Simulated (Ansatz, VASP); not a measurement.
TiB2 in VASP and in Ansatz

The input INCAR:

```
ALGO     = Normal         # electronic algorithm
EDIFF    = 1E-6           # SCF threshold, eV
ENCUT    = 520            # plane-wave cutoff, eV
GGA      = PE             # functional
ISIF     = 2              # what is computed and relaxed
ISMEAR   = -1             # smearing method
LASPH    = T              # aspherical terms in the spheres
LCHARG   = F              # write CHGCAR
LREAL    = F              # projectors in reciprocal space
LWAVE    = F              # write WAVECAR
NBANDS   = 16             # bands
NELM     = 100            # most SCF steps
PREC     = Accurate       # precision mode
SIGMA    = 0.05           # smearing width, eV
```

KPOINTS

```
k-points
0
Gamma
  10 10 8
```

Contents of POSCAR:

```
TiB2
1.0
    2.9673622405      0.0000000000      0.0000000000
   -1.4836811203      2.5698110825      0.0000000000
    0.0000000000      0.0000000000      3.1624957934
Ti B
1 2
Direct
    0.0000000000      0.0000000000      0.0000000000
    0.6666666667      0.3333333333      0.5000000000
    0.3333333333      0.6666666667      0.5000000000
```

The input input.yaml:

```yaml
crystal:
  lattice:
    - [2.9673622405, 0.0, 0.0]
    - [-1.4836811203, 2.5698110825, 0.0]
    - [0.0, 0.0, 3.1624957934]
  atoms:
    - { symbol: Ti, position: [0.0, 0.0, 0.0] }
    - { symbol: B, position: [0.6666666667, 0.3333333333, 0.5] }
    - { symbol: B, position: [0.3333333333, 0.6666666667, 0.5] }
kpoints:
  mp_grid: { grid: [10, 10, 8] }
scf:
  occupations: { method: fermi_dirac, width: 0.05 }
hamiltonian:
  xc: pbe
  pseudopotentials: { kind: all_electron, lapw: { basis_error: 0.001 } }
output:
  forces: true
  stress: true
  eigenvalues: true
```

Change from the starting cell: volume scaled by 0.94.

Alike in both runs: task single point; functional PBE; k mesh 10 × 10 × 8; occupations fermi-dirac, width 0.05 eV; no spin polarisation.

|  | VASP | Ansatz |
| --- | --- | --- |
| version | VASP 6.6.1 | Ansatz 0.2.0 |
| potentials or method | VASP PAW PBE potentials, release 64 (Ti_sv, B) | all-electron LAPW, scalar-relativistic |
| plane-wave cutoff (eV) | 520 | see its input |

VASP gave:

- gap on the k mesh at the Fermi level (eV): none
- pressure (GPa): 18.4
- largest component of the traceless stress (GPa): 2.70

Task: Which values does Ansatz return?

Result: gap on the k mesh at the Fermi level (eV): none; pressure (GPa): 18.2; largest component of the traceless stress (GPa): 2.67.

A gap of «none» marks a metal or a gap that the smearing closes. Ansatz ran all-electron here, so the differences hold the error of VASP's frozen core and of both bases.

Caveats: so large a pressure means that the cell lies far from this level's equilibrium, or that cutoff or potentials fall short (VASP).
